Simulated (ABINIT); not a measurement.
## BeS (F-43m): G0W0 in ABINIT against the exchange cutoff

Aim: move the exchange cutoff of a G0W0 run on BeS (F-43m) over a wide range.

Main program and level: ABINIT 10.8.3; PBE and many-body steps on it, plane waves.

Most raw output is cut from this account.

The database entry behind the starting cell differs from later determinations by our own check (0.1 to 0.3 % short, probably kX units), so it need not match the best structure at ambient conditions.

## 1. Set-up

The structure is cubic, space group F-43m (No. 216). Conventional cell: a = 4.850 Å, b = 4.850 Å, c = 4.850 Å, α = 90.00°, β = 90.00°, γ = 90.00°. Nearest to Be lie 4 S at 2.10 Å. Nearest to S lie 4 Be at 2.10 Å. Farther neighbours and most contacts between anions are not listed.

The cell and positions come from the Crystallography Open Database and are kept as given unless a step says otherwise.

## 2. Screening, 4×4×4 mesh, 26 bands, screening to 130.6 eV

This step: ABINIT 10.8.3; RPA screening on PBE, plane waves, norm-conserving pseudopotentials.

The RPA dielectric matrix is built and inverted for each q.

Input file run.abi:

```
acell 3*1.0 Angstrom
rprim 
  0.000000000000 2.425000000000 2.425000000000
  2.425000000000 -0.000000000000 2.425000000000
  2.425000000000 2.425000000000 -0.000000000000
ntypat 2
znucl 4 16
natom 2
typat 1 2
xred 
  0.000000000000 0.000000000000 0.000000000000
  0.250000000000 0.250000000000 0.250000000000
pp_dirpath "pseudos"
pseudos "Be.upf, S.upf"
ecut 38
ngkpt 4 4 4
nshiftk 1
shiftk 0 0 0
kptopt 1
chksymbreak 0
istwfk *1
occopt 1
irdwfk 1
optdriver 3
nband 26
ecuteps 4.8
inclvkb 2
awtr 1
symchi 1
indata_prefix "in"
outdata_prefix "out"
tmpdata_prefix "tmp"
```

On the command line:

```sh
$ OMP_NUM_THREADS=1 mpirun -n 4 abinit run.abi > log
```

It took 3.2 s on 4 MPI ranks of Arm Neoverse V1, shared host; peak memory 0.36 GiB.

Numbers from this step:

```yaml
eps_infinity_with_local_fields_on_this_mesh_along_the_program_s_q_direction: 5.733
the_same_without_local_fields: 6.641
plasma_frequency: 21.99 eV
plane_waves_in_the_screening_matrix: 113
```

Local fields lower ε∞ by 14 %. On a Γ-centred mesh this coarse the value itself is usually too large, while a short band sum pulls it down.

## 3. 3.8 Ha

This step: G0W0 on PBE, plane waves, norm-conserving pseudopotentials.

run.abi, as its differences from that of step 2:

```diff
@@ -23,8 +23,17 @@
 irdwfk 1
-optdriver 3
+optdriver 4
 nband 26
+gwcalctyp 0
+ecutsigx 3.8
+symsigma 1
+nkptgw 2
+kptgw 
+  0.0000000000 0.0000000000 0.0000000000
+  0.5000000000 0.5000000000 0.0000000000
+bdgw 
+  3 8
+  4 7
 ecuteps 4.8
-inclvkb 2
-awtr 1
-symchi 1
+irdscr 1
+ppmodel 1
 indata_prefix "in"
```

The job ended after 2.2 s (4 MPI ranks; peak memory 0.09 GiB).

This step gave:

```yaml
g0w0_gap_on_the_points_computed: 4.300 eV
starting_gap_on_the_mesh: 3.113 eV
k_of_the_valence_top: 0, 0, 0
k_of_the_conduction_bottom: 0.5, 0.5, 0
z_at_the_valence_top: 0.8
z_at_the_conduction_bottom: 0.828
least_direct_g0w0_gap_on_the_computed_points: 7.196 eV
```

## 4. 7.6 Ha

run.abi, as its differences from that of step 3:

```diff
@@ -26,3 +26,3 @@
 gwcalctyp 0
-ecutsigx 3.8
+ecutsigx 7.6
 symsigma 1
```

Wall time 2.4 s (4 MPI ranks); peak memory 0.1 GiB; 9.3 s of CPU time.

Numbers from this step:

```
G0W0 gap on the points computed              : 4.405 eV
starting gap on the mesh                     : 3.113 eV
k of the valence top                         : 0, 0, 0
k of the conduction bottom                   : 0.5, 0.5, 0
Z at the valence top                         : 0.798
Z at the conduction bottom                   : 0.828
least direct G0W0 gap on the computed points : 7.253 eV
```

## 5. 15.2 Ha

The self-energy is evaluated for the states that the input lists, and the levels follow from it, in one-shot runs by the linearised quasiparticle equation.

run.abi, as its differences from that of step 4:

```diff
@@ -26,3 +26,3 @@
 gwcalctyp 0
-ecutsigx 7.6
+ecutsigx 15.2
 symsigma 1
```

Run time: 2.5 s. Hardware: 4 MPI ranks; peak memory 0.1 GiB; 9.6 s of CPU time.

This step gave:

| Quantity | Value |
| --- | --- |
| G0W0 gap on the points computed | 4.398 eV |
| starting gap on the mesh | 3.113 eV |
| k of the valence top | 0, 0, 0 |
| k of the conduction bottom | 0.5, 0.5, 0 |
| least direct G0W0 gap on the computed points | 7.251 eV |

The gap on the mesh goes from 3.11 eV to 4.40 eV, a correction of +1.28 eV.

## 6. 26.6 Ha

run.abi, as its differences from that of step 5:

```diff
@@ -26,3 +26,3 @@
 gwcalctyp 0
-ecutsigx 15.2
+ecutsigx 26.6
 symsigma 1
```

Wall time 2.5 s (4 MPI ranks); peak memory 0.11 GiB.

Numbers from this step:

```yaml
g0w0_gap_on_the_points_computed: 4.396 eV
starting_gap_on_the_mesh: 3.113 eV
k_of_the_valence_top: 0, 0, 0
k_of_the_conduction_bottom: 0.5, 0.5, 0
least_direct_g0w0_gap_on_the_computed_points: 7.25 eV
```

Against the run before, the gap moves by −0.002 eV.

## 7. 38 Ha

run.abi, as its differences from that of step 6:

```diff
@@ -26,3 +26,3 @@
 gwcalctyp 0
-ecutsigx 26.6
+ecutsigx 38
 symsigma 1
```

Elapsed: 2.5 s, on 4 MPI ranks; peak memory 0.11 GiB; 9.9 s of CPU time.

Numbers from this step:

```yaml
g0w0_gap_on_the_points_computed: 4.396 eV
starting_gap_on_the_mesh: 3.113 eV
k_of_the_valence_top: 0, 0, 0
k_of_the_conduction_bottom: 0.5, 0.5, 0
least_direct_g0w0_gap_on_the_computed_points: 7.251 eV
```

Against the run before, the gap moves by +0.000 eV.

## 8. The runs together

Times are wall times on 4 MPI ranks of Arm Neoverse V1, shared host, good to a factor of about two. A run's time includes the screening step that it read.

```
    run   mesh  bands  screening cutoff (eV)  DFT gap (eV)  gap on the mesh (eV)  direct (eV)  ε∞ used   time
 3.8 Ha  4×4×4     26                  130.6         3.113                 4.300        7.196     5.73  5.3 s
 7.6 Ha  4×4×4     26                  130.6         3.113                 4.405        7.253     5.73  5.6 s
15.2 Ha  4×4×4     26                  130.6         3.113                 4.398        7.251     5.73  5.6 s
26.6 Ha  4×4×4     26                  130.6         3.113                 4.396        7.250     5.73  5.7 s
  38 Ha  4×4×4     26                  130.6         3.113                 4.396        7.251     5.73  5.7 s
```

## 9. What came out

| Quantity | Value |
| --- | --- |
| 3.8 Ha | 4.300 eV |
| 7.6 Ha | 4.405 eV |
| 15.2 Ha | 4.398 eV |
| 26.6 Ha | 4.396 eV |
| 38 Ha | 4.396 eV |
| known limits | not at the basis limit; coarse k mesh |

In words: The setting moved: exchange cutoff. From 3.8 Ha to 38 Ha the gap moves by +0.10 eV. It holds to 0.03 eV from 7.6 Ha on. Bands and screening cutoff are coupled, so a series along one setting does not show full convergence. Below the screening cutoff the correlation part is cut too. Bands and cutoff are finite, so the gap is not at the basis limit. The miss can reach some tenths of an eV and take either sign; the mesh is an error of its own. In the G0W0 runs levels were corrected at 2 k points alone, so a gap called «on the mesh» is the least over those, and an edge elsewhere would be missed. The 4×4×4 mesh is coarse for this cell, which bears on the long-range parts of exchange and screening.

[Paths, hosts, dates, memory and timing lines, banners, echoed tables and standing remarks are left out of the program output.]

[Logs are printed without paths, hosts, clocks, repeated set-up lines and the standing remarks that a program may print on its own settings, such as how far it seeks lower states.]

[Runs of the session that timed out or met a known fault of the program may be left out.]

[Hosts, paths, dates, database ids (printed as entryN), source tags and the programs' standing remarks are cut or masked in the printed files.]

[G0W0 gaps are taken among the corrected bands and points alone; a level outside them can change the order at an edge.]

[Where Ansatz stands beside ABINIT at settings called matched, ABINIT's density can come from a denser mesh and the files from another edition; pairs whose starting gaps differed by over 0.03 eV were left out, so agreement reads better than it is.]
